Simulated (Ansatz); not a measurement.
# Pt (Fm-3m) in Ansatz: convergence with ecutrho ratio

Aim: find how far ecutrho ratio must go before the results for Pt settle, at LDA. This setting moves, with any that are tied to it; all else stays.

Everything below comes from runs of Ansatz 0.2.0. Logs are shortened: lines on timing, memory, paths and dates and some standing lists are left out, and cuts for length are marked.

**1. Starting point**

Symmetry: Fm-3m, No. 225, cubic system. The conventional cell has a = 3.922 Å, b = 3.922 Å, c = 3.922 Å, α = 90.00°, β = 90.00°, γ = 90.00°. Around Pt (site symmetry m-3m) lie 12 Pt at 2.77 Å.

**2. With ecutrho ratio 4**

File input.yaml:

```yaml
crystal:
  lattice:
    - [0.0, 1.9609, 1.9609]
    - [1.9609, 0.0, 1.9609]
    - [1.9609, 1.9609, 0.0]
  atoms:
    - { symbol: Pt, position: [0.0, 0.0, 0.0] }
hamiltonian:
  xc: lda
  pseudopotentials: { kind: paw_fr }
magnetization:
  noncollinear: true
  spin_orbit: true
kpoints:
  mp_grid: { grid: [10, 10, 10] }
scf:
  occupations: { method: cold, width: 0.1 }
output:
  forces: true
  stress: true
  eigenvalues: true
basis:
  ecutrho_ratio: 4
```

Potentials or basis: Ansatz PAW.

Run with:

```bash
ansatz run input.yaml --threads 2 --pin off --max-ram 5632MiB --backend cpu --events-out ev --progress --plain --runs-dir out
```

Run time: 1.6 s. Hardware: 2 threads of Arm Neoverse V1, shared host; peak memory 0.32 GiB.

Results:

* Free energy: -12278.2755 eV
* Pressure: -5.8 GPa
* Band gap on the k mesh: none (metal or under the smearing width)

**3. With ecutrho ratio 5**

input.yaml: that of step 2 with these lines changed.

```diff
@@ -22,2 +22,2 @@
 basis:
-  ecutrho_ratio: 4
+  ecutrho_ratio: 5
```

Potentials or basis: Ansatz PAW.

Run with:

```bash
ansatz run input.yaml --threads 2 --pin off --max-ram 5632MiB --backend cpu --events-out ev --progress --plain --runs-dir out
```

Wall time 1.5 s (2 threads of Arm Neoverse V1, shared host); peak memory 0.32 GiB.

What came out:

| Quantity | Value |
| --- | --- |
| Free energy | -12278.2755 eV |
| Pressure | -5.8 GPa |
| Band gap on the k mesh | none (metal or under the smearing width) |

**4. With ecutrho ratio 6**

input.yaml: that of step 3 with these lines changed.

```diff
@@ -22,2 +22,2 @@
 basis:
-  ecutrho_ratio: 5
+  ecutrho_ratio: 6
```

Run with:

```bash
ansatz run input.yaml --threads 2 --pin off --max-ram 5632MiB --backend cpu --events-out ev --progress --plain --runs-dir out
```

Run time: 1.5 s. Hardware: 2 threads of Arm Neoverse V1, shared host; peak memory 0.32 GiB.

What came out:

| Item | Value |
| --- | --- |
| Free energy | -12278.2755 eV |
| Pressure | -5.8 GPa |
| Band gap on the k mesh | none (metal or under the smearing width) |

**5. With ecutrho ratio 8**

input.yaml: that of step 4 with these lines changed.

```diff
@@ -22,2 +22,2 @@
 basis:
-  ecutrho_ratio: 6
+  ecutrho_ratio: 8
```

Run with:

```bash
ansatz run input.yaml --threads 2 --pin off --max-ram 5632MiB --backend cpu --events-out ev --progress --plain --runs-dir out
```

Wall time 1.5 s (2 threads of Arm Neoverse V1, shared host); peak memory 0.32 GiB.

The run converged. Its results:

- Free energy: -12278.2755 eV
- Pressure: -5.8 GPa
- Band gap on the k mesh: none (metal or under the smearing width)

**6. With ecutrho ratio 10**

input.yaml: that of step 5 with these lines changed.

```diff
@@ -22,2 +22,2 @@
 basis:
-  ecutrho_ratio: 8
+  ecutrho_ratio: 10
```

Potentials or basis: Ansatz PAW.

Run with:

```bash
ansatz run input.yaml --threads 2 --pin off --max-ram 5632MiB --backend cpu --events-out ev --progress --plain --runs-dir out
```

Run time: 1.6 s. Hardware: 2 threads of Arm Neoverse V1, shared host; peak memory 0.33 GiB.

Results (log left out):

```yaml
Free_energy: -12278.2755 eV
Pressure: -5.8 GPa
Band_gap_on_the_k_mesh: none (metal or under the smearing width)
```

**7. With ecutrho ratio 12**

input.yaml: that of step 6 with these lines changed.

```diff
@@ -22,2 +22,2 @@
 basis:
-  ecutrho_ratio: 10
+  ecutrho_ratio: 12
```

Potentials or basis: Ansatz PAW.

Run with:

```bash
ansatz run input.yaml --threads 2 --pin off --max-ram 5632MiB --backend cpu --events-out ev --progress --plain --runs-dir out
```

What it wrote:

```text
Warning: RAYON_NUM_THREADS=2 ignored (pool sized by the plan → 2); use --threads N
Engine: ansatz 0.2.0, aarch64-unknown-linux-gnu
Pseudopotentials: kind: paw_fr
Pseudopotential: Pt, paw_fr, valence charge 18, recommended cutoff 420 eV (normal), Pt.paw.azcp#standard-fr
Functional definition: SPW92
  exchange = slater_x
  correlation = pw_c
non-collinear run that drives no moment, with spin-orbit: no starting moment large enough to seed its density (crystal.atoms[].spin), no starting occupations that ask for one, no magnetisation constraint and no magnetic field, so the semilocal B_xc is pinned to zero
Crystal: 1 atoms, lattice volume = 15.080 Å³
Basis set: ecut = 420 eV, 283 PW (Γ)
Bands: 26, of which v1, the nominal top of the filled ones, is band 18 counted from 1 (17 counted from 0)
Symmetry: 48 space group operations + 48 with time reversal
Magnetic group: BNS 225.117 (UNI 1619), of the structure as read, at distance tolerance 2.5e-5 Å
k-points: 47 of 1000
Projection manifold: j_resolved (fully-relativistic pseudo-atomic orbitals)
Non-local potential: Pt, projectors of the file, l = 0: 3, l = 1: 4, l = 2: 4, l = 3: 2
PAW form: soft (Blöchl's): semilocal exchange-correlation on the pseudo side does not see the compensation charge
PAW frozen core: Pt, regenerated for the run's functional, and the local potential with it (the file was generated under x = pbe(κ = 0.804, μ = 0.2195149727645171), c = pbe(β = 0.06672455060314922))
PAW one-centre angular grid: Pt, 590 points (default); XC on 64 Gauss nodes
Initial density: superposition of atomic densities (chi_scale 0.1, normalization cell)
Initial wavefunctions: pseudopotential atomic-orbital guess
Functional: x = slater, c = lda
SCF iter   1: F=—  HF=-12278.708591 eV  |F-HF|=—  |Δ(HF+E_count)|=         —  Δρ=9.31e-2  dr2=1.24e0  dr2_m=0.00e0 (ungated)  ethr=3.10e-3  |M|=0.00e0 ∫|m|=0.00e0 μB  |m|>n=0.0e0 m-floor=0.0e0 τ_xc=0.0e0  β_m=0.30  ⟨swp⟩=5.9  Hψ=2811  notcnv=0  defer=20
preconditioner: auto → none  [metal: Δε(μ)=0.077 eV  Ē_g=13.871 eV  σ=0.100 eV  W_gap=0.49  n_scr=8 (ndim 8)  ℏωp=30.2 eV  f_vac=0.000  D(μ)=0.61/eV (n_scr^D=0)  sad-step TF]
SCF iter   2: F=—  HF=-12278.464943 eV  |F-HF|=—  |Δ(HF+E_count)|=   2.44e-1  S|Δr|=    0.00e0  Δρ=6.29e-2  dr2=5.52e-1  dr2_m=0.00e0 (ungated)  ethr=3.10e-3  |M|=0.00e0 ∫|m|=0.00e0 μB  |m|>n=0.0e0 m-floor=0.0e0 τ_xc=0.0e0  β_m=0.59  ⟨swp⟩=2.0  Hψ=906  notcnv=0  defer=130
SCF iter   3: F=—  HF=-12278.273946 eV  |F-HF|=—  |Δ(HF+E_count)|=   1.91e-1  S|Δr|=    0.00e0  Δρ=7.26e-3  dr2=2.99e-3  dr2_m=0.00e0 (ungated)  ethr=3.07e-3  |M|=0.00e0 ∫|m|=0.00e0 μB  |m|>n=0.0e0 m-floor=0.0e0 τ_xc=0.0e0  β_m=0.79  ⟨swp⟩=2.0  Hψ=887  notcnv=0  defer=130
SCF iter   4: F=—  HF=-12278.275538 eV  |F-HF|=—  |Δ(HF+E_count)|=   1.59e-3  S|Δr|=    0.00e0  Δρ=8.16e-4  dr2=8.50e-5  dr2_m=0.00e0 (ungated)  ethr=1.66e-5  |M|=0.00e0 ∫|m|=0.00e0 μB  |m|>n=0.0e0 m-floor=0.0e0 τ_xc=0.0e0  β_m=0.80  ⟨swp⟩=2.8  Hψ=1086  notcnv=0  defer=130
SCF iter   5: F=—  HF=-12278.275513 eV  |F-HF|=—  |Δ(HF+E_count)|=   2.55e-5  S|Δr|=    0.00e0  Δρ=9.41e-5  dr2=1.20e-6  dr2_m=0.00e0 (ungated)  ethr=4.72e-7  |M|=0.00e0 ∫|m|=0.00e0 μB  |m|>n=0.0e0 m-floor=0.0e0 τ_xc=0.0e0  β_m=0.86  ⟨swp⟩=2.1  Hψ=827  notcnv=0  defer=130
SCF iter   6: F=-12278.275513 eV  HF=-12278.275513 eV  |F-HF|=6.62e-10  |Δ(HF+E_count)|=   2.84e-8  S|Δr|=    0.00e0  Δρ=5.23e-6  dr2=2.02e-9  dr2_m=0.00e0 (ungated)  ethr=5.56e-10  |M|=0.00e0 ∫|m|=0.00e0 μB  |m|>n=0.0e0 m-floor=0.0e0 τ_xc=0.0e0  ⟨swp⟩=8.8  Hψ=2892  notcnv=0
SCF 1 converged in 6 iterations: F = -12278.275513 eV  dr2 = 2.02e-9
SCF converged after 6 iterations
Stability not checked: this state was not tested for a lower state beside it, because cold or Methfessel-Paxton smearing, or corrected tetrahedra, fill the levels in a way that the test cannot read (fill_not_monotonic; see scf.lower_state_search)
Magnetization: |M| = 0.0000 μB,  M = (+0.0000, +0.0000, +0.0000) μB
Absolute magnetization: 0.0000 μB (∫|m|)
  site 0: m = (+0.0000, +0.0000, +0.0000) μB, |m| = 0.0000 μB  (R = 1.14 Å)
Free energy (F): -12278.275513 eV
Harris-Foulkes:  -12278.275513 eV  (|F-HF|=6.62e-10)
Internal energy: -12278.276882 eV  (E = F + TS)
E sigma→0 (E₀):  -12278.275969 eV
Entropy (-TS):   0.001370 eV (1.370 meV/atom)
Fermi energy:    23.184141 eV
Step filling:    the computed levels leave a gap of 0.0207 eV = 0.2 smearing widths at the electron count; against every level under it full and every level over it empty, smearing changes F+E_penalty+E_count by +0.100 meV and its σ→0 estimate by -0.357 meV
--- Per-component energies (eV) ---
  E_band       = -140.738480
  E_kinetic    = 637.932454
  E_local      = -1462.026677  (includes V_loc(G=0)·N_el)
  E_nonlocal   = 195.091191
  E_hartree    = 540.556104
  E_xc         = -260.615033
  E_vxc        = -303.085394  (∫ρ·V_xc dr)
  E_paw        = -9202.546209  (= ΣΔE_a)
  E_vpaw       = -289.762812  (= ΣTr[D̂ρ^β])
  E_aug_tail   = 0.000002  (compensation charges beyond the density's cutoff)
  E_ewald      = -2727.141345
  E_core_change = 0.472630  (= ΣΔE_core)
  E_smearing   = 0.001370  (= −TS)
  E_closure    = -0.000000  (closes the sum)
  Σ components = -12278.275513   (vs F -12278.275513, Δ=0.00e0)
--- Forces (eV/Å), atoms counted from 1 ---
  atom   1  Pt    -0.00000000     0.00000000     0.00000000
  max |Σ_I F_I| component: 6.57e-32 eV/Å
--- Stress (GPa, compression-positive) ---
       -5.782318      -0.000000       0.000000
        0.000000      -5.782318       0.000000
        0.000000      -0.000000      -5.782318
  P = ⅓ Tr σ = -5.7823 GPa (-57.823 kbar)
--- Band table (eV; the first three rows and the last of 47) ---
  k-point 0: bands = ["-75.3690", "-75.3690", "-40.6220", "-40.6220", "-25.3232", "-25.3232", "-25.3232", "-25.3232", "12.7751", "12.7751", "18.7880", "18.7880", "18.7880", "18.7880", "19.7765", "19.7765", "21.6205", "21.6205", "21.6205", "21.6205", "37.7043", "37.7043", "42.0015", "42.0015", "42.7439", "42.7439"]
  k-point 1: bands = ["-75.3658", "-75.3658", "-40.6319", "-40.6319", "-25.3670", "-25.3670", "-25.3318", "-25.3318", "13.1718", "13.1718", "18.7437", "18.7437", "18.8771", "18.8771", "19.8574", "19.8574", "21.4789", "21.4789", "21.6148", "21.6148", "38.3015", "38.3015", "40.7140", "40.7140", "42.8833", "42.8833"]
  k-point 2: bands = ["-75.3574", "-75.3574", "-40.6579", "-40.6579", "-25.4799", "-25.4799", "-25.3541", "-25.3541", "14.2176", "14.2176", "18.6233", "18.6233", "18.9878", "18.9878", "20.1379", "20.1379", "21.3029", "21.3029", "21.7909", "21.7909", "37.8260", "37.8260", "39.4024", "39.4024", "44.2317", "44.2317"]
  k-point 46: bands = ["-75.3243", "-75.3243", "-40.7588", "-40.7588", "-25.7422", "-25.7422", "-25.6100", "-25.6100", "17.1026", "17.1026", "17.6472", "17.6472", "19.2508", "19.2508", "21.4036", "21.4036", "23.6240", "23.6240", "29.6288", "29.6288", "30.2903", "30.2903", "32.4896", "32.4896", "35.1907", "35.1907"]
```

It took 1.6 s on 2 threads of Arm Neoverse V1, shared host; peak memory 0.34 GiB.

What came out:

* Free energy: -12278.2755 eV
* Pressure: -5.8 GPa
* Band gap on the k mesh: none (metal or under the smearing width)

**8. Summary**

```
ecutrho ratio  energy less the tightest run, at zero smearing (meV/atom)  SCF cycles  CPU time (s)  peak memory (GiB)
            4                                                       0.00           7           2.8               0.32
            5                                                       0.00           6           2.5               0.32
            6                                                       0.00           6           2.5               0.32
            8                                                       0.00           6           2.6               0.32
           10                                                       0.00           6           2.7               0.33
           12                                                       0.00           6           2.7               0.34
```

Against the tightest run, the energy stays within 1 meV/atom from 4 on. The tightest run that finished is the yardstick and may itself not be fully converged.

Caveats: the PAW data sets come from PBE, with cores solved anew for the run's functional, which leaves a small shift of forces and pressure.
